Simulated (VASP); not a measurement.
The system is AlCu.

```
Cu Al
1.0
     2.99751    0.00000    0.00000
     0.00000    2.99751    0.00000
     0.00000    0.00000    2.99751
Cu Al
1 1
Direct
  0.50000 0.50000 0.50000
  0.00000 0.00000 0.00000
```

The cell comes from a database or a generator and needn't be the stable form of this composition.

```yaml
Program: VASP 6.6.1
Task: relaxation of cell and atoms
Functional: PBEsol
Potentials_or_basis: VASP PAW PBE potentials, release 64 (Cu, Al)
Cutoff: 600 eV
k_mesh: 8 × 8 × 8
Occupations: fermi-dirac, width 0.05 eV
Spin: no spin polarisation
```

At the start: pressure -4.3 GPa; volume 13.47 Å³/atom.

Task: Where does the relaxation end?

Result: Over 5 steps the energy falls by 7.1 meV/atom and the volume is 12.98 Å³/atom (-3.6 %); space group Pm-3m (No. 221, to 0.05 Å).

Step by step:
```
step  energy change (eV)  largest force (eV/Å)  pressure (GPa)  volume (Å³)
   1              0.0000                0.0000           -4.27        26.93
   2             -0.0117                0.0000            2.04        25.56
   3             -0.0141                0.0000            0.27        25.94
   4             -0.0141                0.0000           -0.21        25.99
   5             -0.0141                0.0000           -0.11        25.97
```

Final structure:
```cif
data_structure
_symmetry_space_group_name_H-M 'P 1'
_symmetry_Int_Tables_number 1
_cell_length_a 2.9613
_cell_length_b 2.9613
_cell_length_c 2.9613
_cell_angle_alpha 90.000
_cell_angle_beta 90.000
_cell_angle_gamma 90.000
_cell_volume 25.97
loop_
_atom_site_label
_atom_site_type_symbol
_atom_site_fract_x
_atom_site_fract_y
_atom_site_fract_z
_atom_site_occupancy
Cu1 Cu 0.50000 0.50000 0.50000 1
Al1 Al 0.00000 0.00000 0.00000 1
```

Caveat: the PAW data sets were made with another functional, which shifts forces and pressure a little.
